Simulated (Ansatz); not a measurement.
System: rock-salt LiI. Method: rVV10 (Ansatz, a program for electronic structure, PAW).

Numerical settings: plane-wave cutoff 520 eV, 10×10×10 k mesh, Fermi–Dirac smearing 0.01 eV, scalar-relativistic PAW data made under PBE.

Computed at the level's own relaxed cell.

Q: What does this level give for the bulk modulus B0, smallest direct gap on the k points sampled, lattice constant a, pressure derivative B′ of the bulk modulus and equilibrium volume per atom?

A: 
bulk modulus B0: 22.9 GPa
smallest direct gap on the k points sampled: 4.17 eV
lattice constant a: 5.996 Å
pressure derivative B′ of the bulk modulus: 4.4
equilibrium volume per atom: 26.94 Å³/atom

Measured, for comparison: bulk modulus 24 GPa (0 K, extrapolated to 0 K; as tabulated in Doll and Stoll (1998), arXiv:cond-mat/9801031). Computed (rounded) less measured: bulk modulus -5 %.

Spin–orbit coupling is not included; with these elements it can move the gap by several tenths of an eV or more.

The computed numbers hold no vibrational or temperature effects.
